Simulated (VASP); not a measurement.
Ti: single point with BLYP+D3(BJ)

Crystal: Ti.

```
Ti
1.0
    -1.56469    1.56469    1.56469
     1.56469   -1.56469    1.56469
     1.56469    1.56469   -1.56469
Ti
1
Direct
  0.00000 0.00000 0.00000
```

This isn't the form of Ti at room conditions, which is hcp.

```json
{
 "Program": "VASP 6.6.1",
 "Task": "single point",
 "Functional": "BLYP",
 "Dispersion": "D3(BJ)",
 "Potentials or basis": "VASP PAW PBE potentials, release 64 (Ti_sv)",
 "Cutoff": "520 eV",
 "k mesh": "11 × 11 × 11",
 "Occupations": "fermi-dirac, width 0.05 eV",
 "Spin": "no spin polarisation",
 "Dipole correction": "no",
 "Further INCAR settings": "ALGO = Normal; EDIFF = 1e-06; NBANDS = 12"
}
```

```json
{"Pressure": "-0.2 GPa", "Band gap on the k mesh": "none (metal or under the smearing width)", "Dispersion energy per atom": "-1.621 eV"}
```

Levels at points of the mesh, in eV from the Fermi level:
```
           k point  band 4  band 5  band 6  band 7  band 8  band 9
(0.00, 0.00, 0.00)  -31.92   -5.96    1.04    1.04    1.04    3.07
```

It took 8.7 s on 1 thread of Intel(R) Xeon(R) Platinum 8559C (Emerald Rapids), with other jobs on the host, peak memory 0.13 GiB.

Caveat: the PAW data sets were made with another functional, which shifts forces and pressure a little; pairwise dispersion overbinds metals, which lowers pressure and volume.
